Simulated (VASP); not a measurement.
Input:

```
CELL_PARAMETERS angstrom
      1.33346    -2.30963     0.00000
      1.33346     2.30963     0.00000
      0.00000     0.00000     4.32986
ATOMIC_POSITIONS crystal
  Be 0.66667 0.33333 0.50006
  Be 0.33333 0.66667 0.00006
  O  0.66667 0.33333 0.87794
  O  0.33333 0.66667 0.37794
```

All values below come from LDA (Ceperley-Alder, Perdew-Zunger), VASP's LDA PAW potentials (set 64) (plane waves; VASP). Settings: 520 eV cut-off, Gaussian smearing of 0.050 eV, potentials Be O.

**Question.** Give the energies of bands 3 to 10 at the high-symmetry points, in eV from the valence-band maximum.

**Answer.** 
| band | Γ | M | K | A | L | H |
|---|---|---|---|---|---|---|
| 3 | -6.56 | -6.04 | -5.92 | -3.52 | -5.78 | -4.72 |
| 4 | -1.07 | -4.26 | -3.84 | -3.52 | -5.78 | -4.72 |
| 5 | -1.07 | -3.54 | -3.84 | -0.57 | -1.99 | -4.57 |
| 6 | -0.04 | -2.81 | -3.08 | -0.57 | -1.99 | -4.57 |
| 7 | -0.04 | -2.10 | -2.50 | -0.57 | -1.82 | -1.35 |
| 8 | 0.00 | -0.99 | -2.50 | -0.57 | -1.82 | -1.35 |
| 9 | 7.92 | 9.67 | 8.86 | 10.09 | 8.95 | 11.57 |
| 10 | 11.82 | 10.14 | 12.86 | 10.09 | 8.95 | 11.57 |

The gap is direct, 7.92 eV, from the valence maximum at Γ to the conduction minimum at Γ.

The compound is BeO in the wurtzite structure. It was relaxed first.
